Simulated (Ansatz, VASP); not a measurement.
**Two plane-wave programs on Al19Cu**

```
Al Cu
1.0
     5.63722    0.00000    0.00000
    -2.81861    4.88197    0.00000
     0.00000    0.00000   21.20554
Al Cu
19 1
Cartesian
  0.0007 0.0004 6.0037
  -1.4093 2.4410 5.9970
  -0.0007 4.8824 6.0037
  1.4093 2.4402 6.0037
  1.4093 0.8137 8.3430
  -0.0024 3.2532 8.3303
  4.2279 0.8165 8.3303
  2.8211 3.2532 8.3303
  2.8320 1.6350 10.6471
  1.4093 4.0683 10.6052
  -0.0134 1.6350 10.6471
  -1.4093 4.0529 10.6471
  -0.0001 0.0000 12.8889
  1.4093 2.4411 12.8889
  2.8187 0.0000 12.8889
  -0.0214 3.2423 15.1471
  1.4093 0.8137 15.2240
  2.8400 3.2423 15.1471
  4.2279 0.8383 15.1471
  -1.4093 2.4410 12.8347
```

Alike in both runs: functional r2SCAN; dispersion rVV10; k mesh 9 × 9 × 1; occupations methfessel-paxton of order 1, width 0.1 eV; no spin polarisation.

Ansatz relaxed the structure, and its values are those at the end. VASP's run is a single point on that final structure, the one shown.

```csv
,VASP,Ansatz
version,VASP 6.6.1,Ansatz 0.2.0
potentials or method,"VASP PAW PBE potentials, release 64 (Al, Cu)","scalar-relativistic, plane waves, PAW"
plane-wave cutoff (eV),520,500
valence electrons in the cell,68,76
```

```csv
,VASP,Ansatz,Ansatz less VASP
gap on the k mesh at the Fermi level (eV),none,none,-
rms of the force components (eV/Å),0.003,0.001,-0.0022
```

A gap of «none» marks a metal or a gap that the smearing closes. With one functional, cell and mesh, what is left measures potentials, basis and numerics. The two sets of potentials don't hold the same shells in valence. Ansatz warned: «vacuum_density_over_bound».

Caveats: the PAW data sets were made with another functional, which shifts forces and pressure a little (VASP).
